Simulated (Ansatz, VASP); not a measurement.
## One calculation of SbPt, two programs

```xyz
4
Lattice="4.1708 0.0000 0.0000 -2.0854 3.6120 0.0000 0.0000 0.0000 5.4685" Properties=species:S:1:pos:R:3 pbc="T T T"
Sb    0.0000    2.4080    1.3671
Sb    2.0854    1.2040    4.1014
Pt    0.0000    0.0000    0.0000
Pt    0.0000    0.0000    2.7342
```

Alike in both runs: functional PBEsol; k mesh 12 × 12 × 8; occupations gaussian, width 0.1 eV; no spin polarisation.

Ansatz relaxed the structure, and its values are those at the end. VASP's run is a single point on that final structure, the one shown.

```csv
,VASP,Ansatz
version,VASP 6.6.1,Ansatz 0.2.0
potentials or method,"VASP PAW PBE potentials, release 64 (Sb, Pt)","scalar-relativistic, plane waves, PAW"
plane-wave cutoff (eV),520,420
valence electrons in the cell,30,66
```

Ansatz gave:

- gap on the k mesh at the Fermi level (eV): none
- pressure (GPa): 0.0

Question: What did VASP give for the same quantities?

Answer: gap on the k mesh at the Fermi level (eV): none; pressure (GPa): -0.2.

A gap of «none» marks a metal or a gap that the smearing closes. The two sets of potentials don't hold the same shells in valence.

Caveats: the PAW data sets were made with another functional, which shifts forces and pressure a little (VASP). The runs have no spin-orbit coupling, so splittings on Pt, Sb are missing.
